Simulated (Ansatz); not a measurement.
LAPW volumes and bulk moduli in simple lattices

All-electron LAPW (Ansatz 0.2.0), scalar-relativistic, no spin, Fermi–Dirac smearing 0.136 eV, k-meshes of 8 to 18 points an axis; Birch–Murnaghan fits to pressures. Some or most of these lattices are hypothetical for the element, and V0 is the minimum nearest the starting volume; lattices without a usable fit are left out; mesh and smearing are coarse, and magnetic elements are treated as non-magnetic.

| element | lattice | functional | V0 (Å³/atom) | B0 (GPa) | B′ | k-points per axis |
| --- | --- | --- | --- | --- | --- | --- |
| Cd | bcc | LDA | 20.32 | 64 | 5.7 | 13 |
| Cd | bcc | PBEsol | 21.36 | 54 | 5.7 | 13 |
| Cd | diamond | LDA | 31.49 | 29 | 5.7 | 8 |
| Cd | diamond | PBE | 37.58 | 13.9 | 6.3 | 8 |
| Cd | diamond | PBEsol | 33.55 | 23 | 6.0 | 8 |
| Cd | fcc | LDA | 19.96 | 69 | 5.8 | 13 |
| Cd | fcc | PBEsol | 20.96 | 58 | 5.8 | 13 |
| Cd | sc | LDA | 23.28 | 51 | 5.7 | 12 |
| Cd | sc | PBE | 26.87 | 30 | 6.0 | 11 |
| Cd | sc | PBEsol | 24.51 | 43 | 5.7 | 11 |

Task: Give V0 and B0 for fcc Cd in PBE.

Result: 22.87 Å³/atom and 41.2 GPa.

Task: Give V0 and B0 for bcc Cd in PBE.

Result: 23.38 Å³/atom and 37.4 GPa.
